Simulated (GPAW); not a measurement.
# Bi (Im-3m) in GPAW: notebook, part 2 of 2

GPAW 26.7.0. Earlier steps stand in the parts before.

**5. Band structure, PBEsol, spin-orbit coupling, no magnetisation**

run.py

```python
import numpy as np
from ase import Atoms
from ase.dft.bandgap import bandgap
from ase.io import write
from ase.units import GPa
from gpaw import GPAW, PW, setup_paths
from gpaw.spinorbit import soc_eigenstates

setup_paths.insert(0, '.')

atoms = Atoms(['Bi'],
              cell=[[-1.9814305318, 1.9814305318, 1.9814305318],
                    [1.9814305318, -1.9814305318, 1.9814305318],
                    [1.9814305318, 1.9814305318, -1.9814305318]],
              scaled_positions=[[0.0, 0.0, 0.0]],
              pbc=True)

calc = GPAW(mode=PW(600),
            xc='PBEsol',
            kpts={'size': (9, 9, 9), 'gamma': True},
            occupations={'name': 'fermi-dirac', 'width': 0.05},
            nbands=15,
            convergence={'density': 1e-05, 'energy': 1e-05},
            maxiter=150,
            txt='gpaw.txt')
atoms.calc = calc
energy = atoms.get_potential_energy()
forces = atoms.get_forces()
stress = atoms.get_stress()
calc.write('gs.gpw')
write('result.traj', atoms)
print(f'Energy: {energy:.6f} eV')
print('Forces (eV/A):')
print(forces.round(4))
print('Stress (GPa):', (stress / GPa).round(3))
print('Fermi level:', round(calc.get_fermi_level(), 4), 'eV')
print(f'Gap: {bandgap(calc)[0]:.4f} eV, direct: {bandgap(calc, direct=True)[0]:.4f} eV')

path = atoms.cell.bandpath('GHNGPH,PN', npoints=60, eps=1e-4)
bs_calc = calc.fixed_density(kpts=path, symmetry='off', nbands=25,
                             convergence={'bands': 'CBM+6.0', 'eigenstates': 1e-6}, txt='bands.txt')
bs = bs_calc.band_structure()
bs.write('bs.json')
print(f'Gap on the path: {bandgap(bs_calc)[0]:.4f} eV')

soc = soc_eigenstates(bs_calc, theta=90, phi=45)
np.savetxt('soc_bands.dat', soc.eigenvalues(), fmt='%.4f')
mesh = soc_eigenstates('gs.gpw', theta=90, phi=45)
np.savetxt('soc_mesh.dat', mesh.eigenvalues(), fmt='%.4f')
print('Fermi level with spin-orbit coupling:', round(mesh.fermi_level, 4), 'eV')
```

Potentials or basis: PAW data sets generated in the run's folder for this functional, pw.

Launch:

```console
> gpaw-setup -f PBEsol Bi
> OMP_NUM_THREADS=1 python run.py
```

gpaw.txt:

```text
__  _  _
 | _ |_)|_||  |
 |__||  | ||/\| - 26.7.0

Input parameters:
  mode=PW(ecut=600.0),
  convergence={'density': 1e-05, 'energy': 1e-05},
  kpts=MonkhorstPack(size=(9, 9, 9), gamma=True),
  maxiter=150,
  nbands=15,
  occupations=Occupations(name='fermi-dirac', width=0.05),
  xc=XC(name='PBEsol')

Diagonalizing LCAO Hamiltonian
Converting LCAO to pw mode

       Bi

Atoms  # Å, Bohr magnetons
|   | symbol |        x |        y |        z |    initial magnetic moments |
|---|--------|----------|----------|----------|-----------------------------|
| 0 |     Bi | 0.000000 | 0.000000 | 0.000000 | ( 0.0000,  0.0000,  0.0000) |

Unit cell  # Å
| periodic |         x |         y |         z |  lengths |     angles |
|----------|-----------|-----------|-----------|----------|------------|
|      yes | -1.981431 |  1.981431 |  1.981431 | 3.431938 | 109.471221 |
|      yes |  1.981431 | -1.981431 |  1.981431 | 3.431938 | 109.471221 |
|      yes |  1.981431 |  1.981431 | -1.981431 | 3.431938 | 109.471221 |

Number of symmetries: 48
[... 174 lines left out ...]
Energy contributions:
  Kinetic:          14.435336
  Coulomb:         -13.296399
  Zero:             -1.465107
  External:          0.000000
  Xc:               -4.691796
  Entropy:          -0.004122
  Spinorbit:         0.000000
  ----------------------------
  Free energy:      -5.022087
  Extrapolated:     -5.020026

dipole moment: (-7.722538, -7.722538, -7.722538)  # |e|*Ang

Fermi level: 7.503
Eigenvalues  # (at kpt = [0.000, 0.000, 0.000])
| band index |      eig [eV] | occ [0-2] |
|------------|---------------|-----------|
|          0 |       -15.674 |     2.000 |
|          1 |       -15.674 |     2.000 |
|          2 |       -15.674 |     2.000 |
|          3 |       -15.545 |     2.000 |
|          4 |       -15.545 |     2.000 |
|          5 |        -5.959 |     2.000 |
|          6 |        12.578 |     0.000 |
|          7 |        12.578 |     0.000 |
|          8 |        12.578 |     0.000 |
|          9 |        16.700 |     0.000 |
|         10 |        18.034 |     0.000 |
|         11 |        18.034 |     0.000 |
|         12 |        18.034 |     0.000 |
|         13 |        19.132 |     0.000 |
|         14 |        19.132 |     0.000 |

No gap
No difference between direct/indirect transitions

Forces  # eV/Ang
|       x |       y |       z |
|---------|---------|---------|
| 0.00000 | 0.00000 | 0.00000 |  # Bi   0

Stress tensor  # eV/Ang^3
|        x |         y |         z |
|----------|-----------|-----------|
| 0.013007 |  0.000000 |  0.000000 |
| 0.000000 |  0.013007 | -0.000000 |
| 0.000000 | -0.000000 |  0.013007 |

# Writing to gs.gpw (mode='')
```

bands.txt:

```text
Diagonalizing LCAO Hamiltonian
Converting LCAO to pw mode
convergence criteria:
- Maximum integral of absolute [eigenst]ate change: 1e-06 eV^2 / valence electron
maximum number of iterations: 150

SCF iterations
|iter     | |      energy | eigst |  dens |
|---------|-|-------------|-------|-------|
|iter:   1| |             | -0.20 |       |
[... 64 lines left out ...]
         [ 0.5       , -0.5       ,  0.5       ],
         [ 0.25      ,  0.25      ,  0.25      ],
         [ 0.20833333,  0.20833333,  0.29166667],
         [ 0.16666667,  0.16666667,  0.33333333],
         [ 0.125     ,  0.125     ,  0.375     ],
         [ 0.08333333,  0.08333333,  0.41666667],
         [ 0.04166667,  0.04166667,  0.45833333],
         [ 0.        ,  0.        ,  0.5       ]])),
  maxiter=150,
  nbands=25,
  occupations=Occupations(name='fermi-dirac', width=0.05),
  symmetry=Symmetry(point_group=False, time_reversal=False),
  xc=XC(name='PBEsol')
```

It took 13 s on 1 thread of AMD EPYC 9B14 (Zen 4), shared host; peak memory 0.23 GiB.

What came out:

- Free energy: -5.0221 eV
- Pressure: -2.1 GPa
- Band gap along the path: none (metal or under the smearing width)

Levels at the corners of the path, in eV from the Fermi level:
| point | band 12 | band 13 | band 14 | band 15 | band 16 | band 17 | band 18 | band 19 | band 20 | band 21 |
| --- | --- | --- | --- | --- | --- | --- | --- | --- | --- | --- |
| Γ | -13.35 | 1.86 | 1.86 | 6.79 | 6.79 | 6.79 | 6.79 | 9.31 | 9.31 | 10.64 |
| H | -8.12 | -3.62 | -3.62 | -0.92 | -0.92 | -0.92 | -0.92 | 3.57 | 3.57 | 3.57 |
| N | -10.26 | -5.29 | -5.29 | 1.05 | 1.05 | 3.99 | 3.99 | 6.04 | 6.04 | 7.61 |
| Γ | -13.35 | 1.86 | 1.86 | 6.79 | 6.79 | 6.79 | 6.79 | 9.31 | 9.31 | 10.64 |
| P | -9.71 | -3.75 | -3.75 | -1.68 | -1.68 | -1.68 | -1.68 | 13.02 | 13.02 | 16.10 |
| H | -8.12 | -3.62 | -3.62 | -0.92 | -0.92 | -0.92 | -0.92 | 3.57 | 3.57 | 3.57 |
| P | -9.71 | -3.75 | -3.75 | -1.68 | -1.68 | -1.68 | -1.68 | 13.02 | 13.02 | 16.10 |
| N | -10.26 | -5.29 | -5.29 | 1.05 | 1.05 | 3.99 | 3.99 | 6.04 | 6.04 | 7.61 |

Caveat: spin-orbit coupling was added after a scalar SCF, so levels and gaps hold it while energy, forces, pressure and moments don't; this program's spin-orbit splittings come out too wide for heavy elements.

**6. Band structure, C09-vdW, spin-orbit coupling, no magnetisation**

run.py

```python
import numpy as np
from ase.dft.bandgap import bandgap
from ase.io import read, write
from gpaw import GPAW, PW
from gpaw.spinorbit import soc_eigenstates

atoms = read('Bi.xyz')

calc = GPAW(mode=PW(600),
            xc={'name': 'C09-vdW', 'backend': 'libvdwxc'},
            kpts={'size': (9, 9, 9), 'gamma': True},
            occupations={'name': 'fermi-dirac', 'width': 0.05},
            nbands=15,
            convergence={'density': 1e-05, 'energy': 1e-05},
            maxiter=150,
            txt='gpaw.txt')
atoms.calc = calc
energy = atoms.get_potential_energy()
forces = atoms.get_forces()
calc.write('gs.gpw')
write('result.traj', atoms)
print(f'Energy: {energy:.6f} eV')
print('Forces (eV/A):')
print(forces.round(4))
print('Fermi level:', round(calc.get_fermi_level(), 4), 'eV')
print(f'Gap: {bandgap(calc)[0]:.4f} eV, direct: {bandgap(calc, direct=True)[0]:.4f} eV')

path = atoms.cell.bandpath('GHNGPH,PN', npoints=100, eps=1e-4)
bs_calc = calc.fixed_density(kpts=path, symmetry='off', nbands=25,
                             convergence={'bands': 'CBM+6.0', 'eigenstates': 1e-6}, txt='bands.txt')
bs = bs_calc.band_structure()
bs.write('bs.json')
print(f'Gap on the path: {bandgap(bs_calc)[0]:.4f} eV')

soc = soc_eigenstates(bs_calc, theta=0, phi=0)
np.savetxt('soc_bands.dat', soc.eigenvalues(), fmt='%.4f')
mesh = soc_eigenstates('gs.gpw', theta=0, phi=0)
np.savetxt('soc_mesh.dat', mesh.eigenvalues(), fmt='%.4f')
print('Fermi level with spin-orbit coupling:', round(mesh.fermi_level, 4), 'eV')
```

Bi.xyz

```xyz
1
Lattice="-1.9814305318 1.9814305318 1.9814305318 1.9814305318 -1.9814305318 1.9814305318 1.9814305318 1.9814305318 -1.9814305318" Properties=species:S:1:pos:R:3 pbc="T T T"
Bi     0.0000000000      0.0000000000      0.0000000000
```

Potentials or basis: GPAW PAW data sets (gpaw-data 1.2.1), pw.

Launch:

```console
> OMP_NUM_THREADS=1 python run.py
```

gpaw.txt:

```text
__  _  _
 | _ |_)|_||  |
 |__||  | ||/\| - 26.7.0

Input parameters:
  mode=PW(ecut=600.0),
  convergence={'density': 1e-05, 'energy': 1e-05},
  kpts=MonkhorstPack(size=(9, 9, 9), gamma=True),
  maxiter=150,
  nbands=15,
  occupations=Occupations(name='fermi-dirac', width=0.05),
  xc=XC(name='C09-vdW', backend='libvdwxc')

Diagonalizing LCAO Hamiltonian
Converting LCAO to pw mode

       Bi

Atoms  # Å, Bohr magnetons
|   | symbol |        x |        y |        z |    initial magnetic moments |
|---|--------|----------|----------|----------|-----------------------------|
| 0 |     Bi | 0.000000 | 0.000000 | 0.000000 | ( 0.0000,  0.0000,  0.0000) |

Unit cell  # Å
| periodic |         x |         y |         z |  lengths |     angles |
|----------|-----------|-----------|-----------|----------|------------|
|      yes | -1.981431 |  1.981431 |  1.981431 | 3.431938 | 109.471221 |
|      yes |  1.981431 | -1.981431 |  1.981431 | 3.431938 | 109.471221 |
|      yes |  1.981431 |  1.981431 | -1.981431 | 3.431938 | 109.471221 |
[... 175 lines left out ...]
|iter:   7| |  121.125349c| -6.32 | -3.95 |
|iter:   8| |  121.125349c| -8.47c| -4.63 |
|iter:   9| |  121.125349c| -8.88c| -6.02c|

Converged in 9 steps
Energy contributions relative to reference atoms: (reference = -584848.382953)

Energy contributions:
  Kinetic:          14.439107
  Coulomb:         -12.725275
  Zero:             -1.838356
  External:          0.000000
  Xc:              121.251931
  Entropy:          -0.004117
  Spinorbit:         0.000000
  ----------------------------
  Free energy:     121.123290
  Extrapolated:    121.125349

dipole moment: (-7.672354, -7.672354, -7.672354)  # |e|*Ang

Fermi level: 7.579
Eigenvalues  # (at kpt = [0.000, 0.000, 0.000])
| band index |      eig [eV] | occ [0-2] |
|------------|---------------|-----------|
|          0 |       -15.833 |     2.000 |
|          1 |       -15.833 |     2.000 |
|          2 |       -15.833 |     2.000 |
|          3 |       -15.706 |     2.000 |
|          4 |       -15.706 |     2.000 |
|          5 |        -5.863 |     2.000 |
|          6 |        12.615 |     0.000 |
|          7 |        12.615 |     0.000 |
|          8 |        12.615 |     0.000 |
|          9 |        16.932 |     0.000 |
|         10 |        18.160 |     0.000 |
|         11 |        18.160 |     0.000 |
|         12 |        18.160 |     0.000 |
|         13 |        19.179 |     0.000 |
|         14 |        19.179 |     0.000 |

No gap
No difference between direct/indirect transitions

Forces  # eV/Ang
|        x |       y |       z |
|----------|---------|---------|
| -0.00000 | 0.00000 | 0.00000 |  # Bi   0

# Writing to gs.gpw (mode='')
```

stdout:

```text
Energy: 121.125349 eV
Forces (eV/A):
[[-0.  0.  0.]]
Fermi level: 7.5791 eV
Gap: 0.0000 eV, direct: 0.0000 eV
Gap on the path: 0.0000 eV
Fermi level with spin-orbit coupling: 7.4582 eV
```

bands.txt:

```text
Diagonalizing LCAO Hamiltonian
Converting LCAO to pw mode
convergence criteria:
- Maximum integral of absolute [eigenst]ate change: 1e-06 eV^2 / valence electron
maximum number of iterations: 150

SCF iterations
|iter     | |      energy | eigst |  dens |
|---------|-|-------------|-------|-------|
[... 105 lines left out ...]
         [ 0.15909091,  0.15909091,  0.34090909],
         [ 0.13636364,  0.13636364,  0.36363636],
         [ 0.11363636,  0.11363636,  0.38636364],
         [ 0.09090909,  0.09090909,  0.40909091],
         [ 0.06818182,  0.06818182,  0.43181818],
         [ 0.04545455,  0.04545455,  0.45454545],
         [ 0.02272727,  0.02272727,  0.47727273],
         [ 0.        ,  0.        ,  0.5       ]])),
  maxiter=150,
  nbands=25,
  occupations=Occupations(name='fermi-dirac', width=0.05),
  symmetry=Symmetry(point_group=False, time_reversal=False),
  xc=XC(name='C09-vdW', backend='libvdwxc')
```

Run time: 14 s. Hardware: 1 thread of AMD EPYC 9B14 (Zen 4), shared host; peak memory 0.27 GiB.

What came out:

- Free energy: 121.1233 eV
- Band gap along the path: none (metal or under the smearing width)

Levels at the corners of the path, in eV from the Fermi level:
```
point  band 13  band 14  band 15  band 16  band 17  band 18  band 19  band 20
    Γ     1.87     1.87     6.74     6.74     6.74     6.74     9.47     9.47
    H    -3.61    -3.61    -0.93    -0.93    -0.93    -0.93     3.59     3.59
    N    -5.28    -5.28     1.05     1.05     3.98     3.98     6.09     6.09
    Γ     1.87     1.87     6.74     6.74     6.74     6.74     9.47     9.47
    P    -3.74    -3.74    -1.68    -1.68    -1.68    -1.68    13.07    13.08
    H    -3.61    -3.61    -0.93    -0.93    -0.93    -0.93     3.59     3.59
    P    -3.74    -3.74    -1.68    -1.68    -1.68    -1.68    13.07    13.08
    N    -5.28    -5.28     1.05     1.05     3.98     3.98     6.09     6.09
```

Caveat: spin-orbit coupling was added after a scalar SCF, so levels and gaps hold it while energy, forces, pressure and moments don't; this program's spin-orbit splittings come out too wide for heavy elements; the PAW data sets were made with another functional, which shifts forces and pressure a little.

**7. The runs side by side**

| task | level | potentials or basis | spin | older calculator (legacy_gpaw) | band path | band points | spin axis theta (degrees) | spin axis phi (degrees) | V0 of scaled cells (Å³/atom) | B0 (GPa) |
| --- | --- | --- | --- | --- | --- | --- | --- | --- | --- | --- |
| equation of state | PBE | GPAW PAW data sets (gpaw-data 1.2.1), pw | off | - | - | - | - | - | 31.56 | 53 |
| equation of state | optB88-vdW | GPAW PAW data sets (gpaw-data 1.2.1), pw | off | yes | - | - | - | - | 31.98 | 54 |
| band structure | PBEsol | PAW data sets generated in the run's folder for this functional, pw | SOC, no magnetisation | - | GHNGPH,PN | 60 | 90 | 45 | - | - |
| band structure | C09-vdW | GPAW PAW data sets (gpaw-data 1.2.1), pw | SOC, no magnetisation | - | GHNGPH,PN | 100 | 0 | 0 | - | - |

Alike in all rows: cell as given; k mesh 9 × 9 × 9; cutoff (eV) 600; smearing fermi-dirac 0.05 eV.

Caveats: spin-orbit coupling is left out, which moves the levels of the heavy elements (some runs); the PAW data sets were made with another functional, which shifts forces and pressure a little (some runs); spin-orbit coupling was added after a scalar SCF, so levels and gaps hold it while energy, forces, pressure and moments don't (some runs); this program's spin-orbit splittings come out too wide for heavy elements (some runs).

Absolute energies hang on the potentials; compare differences alone.
